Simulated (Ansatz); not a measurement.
**ZrO2 (P4_2/nmc): from strained cells to moduli**

```
CELL_PARAMETERS angstrom
3.55749 0.00000 0.00000
0.00000 3.55749 0.00000
0.00000 0.00000 5.11108
ATOMIC_POSITIONS crystal
Zr 0.00000 0.00000 0.00000
Zr 0.50000 0.50000 0.50000
O 0.00000 0.50000 0.20708
O 0.00000 0.50000 0.70708
O 0.50000 0.00000 0.29292
O 0.50000 0.00000 0.79292
```

Computed, not measured; unless marked otherwise by LDA, all-electron LAPW in Ansatz 0.2.0, scalar-relativistic. k mesh 6×6×4, strains of ±0.003, fixed occupations, basis error target 0.5 meV/atom. The cell was relaxed by PAW under this functional.

The cell is tetragonal and carries a residual pressure of 0.04 GPa at this level. Each strain component that symmetry leaves independent is applied at ±0.003, the ions relax wherever a strain frees them, and the stress (tension positive, GPa) is read. Shears are engineering strains, γ = 2ε.

```tsv
strain	size	σxx	σyy	σzz	σyz	σxz	σxy
xx	-0.003	-1.2420	-0.7498	-0.2727	0.0000	0.0000	0.0000
xx	+0.003	1.1574	0.6750	0.1832	0.0000	0.0000	0.0000
zz	-0.003	-0.2634	-0.2634	-1.1236	0.0000	0.0000	0.0000
zz	+0.003	0.1928	0.1928	1.0070	0.0000	0.0000	0.0000
yz	-0.003	-0.0326	-0.0356	-0.0441	-0.1416	0.0000	0.0000
yz	+0.003	-0.0328	-0.0359	-0.0446	0.1416	0.0000	0.0000
xy	-0.003	-0.0333	-0.0333	-0.0441	0.0000	0.0000	-0.5504
xy	+0.003	-0.0333	-0.0333	-0.0441	0.0000	0.0000	0.5504
```

A central difference gives one constant, for example C11 ≈ (1.1574 − (-1.2420))/(0.006) = 399.9 GPa; the program then imposes the crystal's symmetry on the whole matrix.

**Question.** What are the independent elastic constants?

**Answer.** C11 = 399.9, C12 = 237.5, C13 = 76.0, C33 = 355.1, C44 = 47.2, C66 = 183.5 GPa.

**Question.** Is the crystal stable against homogeneous strain?

**Answer.** The least eigenvalue of the 6×6 matrix is 47.2 GPa, so yes.

**Question.** What moduli does a random aggregate of grains have?

**Answer.** Voigt and Reuss bounds: B from 205.8 to 214.9 and G from 75.6 to 106.6 GPa; their means are B = 210.3 and G = 91.1 GPa. Then E = 9BG/(3B + G) = 238.8 GPa, ν = (3B − 2G)/(6B + 2G) = 0.311 and B/G = 2.31, on the ductile side of Pugh's 1.75 (a rule of thumb, made for metals; it doesn't predict ductility here).

**Question.** With the density of 6.327 g/cm³, how fast does sound travel, and what Debye temperature follows?

**Answer.** 

| direction | slow (m/s) | middle (m/s) | fast (m/s) |
| --- | --- | --- | --- |
| x | 2732 | 5385 | 7950 |
| y | 2732 | 5385 | 7950 |
| z | 2732 | 2732 | 7492 |

The mean of v⁻³ over directions and branches gives v_m = 4081 m/s and θ_D = (ħ/k_B) v_m (6π²n)^(1/3) = 550 K, n being atoms per volume. Young's modulus spans 146 to 457 GPa over directions, and the universal anisotropy index is 2.09.

**Question.** How far do the constants move if PAW replaces LAPW in the same cell?

**Answer.** 

```tsv
constant	LAPW (GPa)	PAW (GPa)	difference
C11	399.9	399.3	-0.6
C12	237.5	237.1	-0.4
C13	76.0	75.4	-0.6
C33	355.1	353.4	-1.7
C44	47.2	46.8	-0.4
C66	183.5	183.2	-0.3
```

**Question.** How do the constants change if the ions are clamped to the homogeneous strain?

**Answer.** Clamped values, with the change against relaxed ions: C11 = 470.7 (+70.8), C12 = 213.8 (-23.6), C13 = 131.3 (+55.3), C33 = 484.6 (+129.5), C44 = 103.3 (+56.1), C66 = 183.5 (+0.0) GPa.

Known limits: this form is stable only when hot or under pressure; cold crystals distort or take another structure; the frozen-core PAW files of the compared runs were fitted under PBE, their cores solved anew for this functional.
